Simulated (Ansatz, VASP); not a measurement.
Ga in VASP and in Ansatz

```
Ga
1.0
     1.45000   -4.06500    0.00000
     1.45000    4.06500    0.00000
     0.00000    0.00000    3.17000
Ga
2
Cartesian
  1.4500 -2.9837 0.7925
  1.4500 2.9837 2.3775
```

Alike in both runs: task electric field gradients; functional PBE; k mesh 15 × 15 × 13; occupations fermi-dirac, width 0.05 eV; no spin polarisation.

```csv
,VASP,Ansatz
version,VASP 6.6.1,Ansatz 0.2.0
potentials or method,"VASP PAW PBE potentials, release 64 (Ga_d)","PAW with Ansatz's default frozen-core files, scalar-relativistic"
plane-wave cutoff (eV),520,600
valence electrons in the cell,26,26
```

|  | VASP | Ansatz | Ansatz less VASP |
| --- | --- | --- | --- |
| pressure (GPa) | 1.7 | 1.5 | -0.12 |
| largest component of the traceless stress (GPa) | 1.59 | 1.57 | -0.015 |
| rms of the force components (eV/Å) | 0.116 | 0.115 | -0.0005 |
| Vzz of the field gradient on the site that differs most (V/Å²) | -24.0 | -25.4 | -1.36 |

Atom by atom the forces differ by 0.001 eV/Å (rms over components).
